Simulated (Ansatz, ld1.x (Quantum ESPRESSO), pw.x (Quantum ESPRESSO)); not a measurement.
# gold: one change to the TM potential, in the atom and in the sc crystal

* Element: gold
* Generator: ld1.x (Quantum ESPRESSO) 7.5
* Type: norm-conserving Troullier–Martins (Kleinman–Bylander form)
* Functional: PBE
* Relativity: scalar-relativistic
* Frozen core: [Xe] 4f14
* Valence charge: 11
* Reference configuration: 5d10 6s1 6p0
* Partial waves: 6p (bound, empty): rc 2.50 bohr; 5d (bound): rc 2.40 bohr; 6s (bound): rc 1.75 bohr
* Local potential: the s channel
* Core correction: a·sin(br)/r model core, default radius (core density twice the valence density)

Change: local potential the d channel.

Cutoffs, loose and tight: the cutoffs (Ry, on a coarse ladder) from which the occupation-weighted sum of valence levels, in a spherical-Bessel basis at the reference potential, stays within 10 and 1 mRy of its value at 400 Ry. They do not see the model core or the augmentation charge, which bear on the density cutoff. Test errors are all-electron minus pseudo excitation energies from the reference, over the configurations 5d10 6s0 6p0; 5d9 6s0 6p0; 5d8 6s0 6p0; 5d9 6s1 6p1; 5d10 6s0.5 6p0; 5d10 6s0 6p1; 5d9 6s1 6p0; variants that change the core or the reference have their own tests.

Crystal test: sc Au in pw.x 7.5, no spin, 12³ k-points, Fermi–Dirac smearing 0.01 Ry, cutoffs set for each file from its atomic test. The reference is all-electron LAPW (Ansatz 0.2.0) with the same functional, mesh and smearing; V0 and B0 come from Birch–Murnaghan fits to the pressures at five volumes. Errors are pseudo minus all-electron; Δ is the rms difference of the E(V) curves that follow from these fits, minima aligned, over ±6 % about the mean V0. Mesh and smearing are coarse, so the numbers serve the comparison and aren't converged zero-temperature values; the lattice is a test structure that the element need not adopt.

All-electron: a0 = 2.747 Å (V0 = 20.73 Å³/atom), B0 = 104.8 GPa.

Does the change bring the crystal closer to the all-electron result?

The mean pressure error goes from +2.97 to -36.43 GPa, so the change moves the solid further from the all-electron pressures.

```csv
quantity,base,changed
outcome (atom),generated,generated
"cutoff, loose (atom)",40 Ry,40 Ry
"cutoff, tight (atom)",70 Ry,70 Ry
bound ghosts (atom),none,"s, p"
largest test error (meV) (atom),-326,-234 over the solved tests; 2 of 7 tests not solved or not reliable
cutoffs in pw.x (Ry),85/340,85/340
a0 (Å),2.773,–
a0 error (%),+0.92,–
B0 error (%),-4.2,–
Δ (meV/atom),13.0,–
mean pressure error (GPa),+2.97,-36.43
```

A dash: not determined, or the minimum lies outside the volumes sampled.

Base: This is a poor potential for the solid. The free energy does not fall steadily as the cutoff rises, most likely since the density grid, which shrinks with it, is too coarse for the model core; the lower cutoffs are not converged. Changed file: This is a poor potential for the solid. Note: ghost states, extra bound levels that the all-electron valence spectrum of the same l lacks: s at -40.5 eV, p at -2.09 eV. A true bound ghost makes a file unfit for plane-wave use. Atomic configuration tests: 2 of 7 tests not solved or not reliable. The atomic cutoffs weigh occupied waves only.
